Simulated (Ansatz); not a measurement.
W in Ansatz: the effect of functional

The system is W.

```
W
1.0
     0.00000    2.01638    2.01638
     2.01638    0.00000    2.01638
     2.01638    2.01638    0.00000
W
1
Direct
  0.00000 0.00000 0.00000
```

This isn't the form of W at room conditions, which is bcc.

The cell isn't the ideal one: volume scaled by 0.98.

Alike in all runs:

```yaml
Program: Ansatz 0.2.0
Task: single point
Potentials_or_basis: Ansatz PAW
k_mesh: 11 × 11 × 11
Occupations: fermi-dirac, width 0.05 eV
Spin: no spin polarisation
```

| functional | cutoff | pressure (GPa) |
| --- | --- | --- |
| LDA | 420 eV (not typed: the program's choice for these potentials) | ? |
| PBEsol | 420 eV (not typed: the program's choice for these potentials) | -7.3 |
| r2SCAN | 500 eV (not typed: the program's choice for these potentials) | -3.9 |

Task: What does the run with functional LDA give?

Result: Pressure -12.4 GPa.

Caveats: the PAW data sets come from PBE, with cores solved anew for the run's functional, which leaves a small shift of forces and pressure.
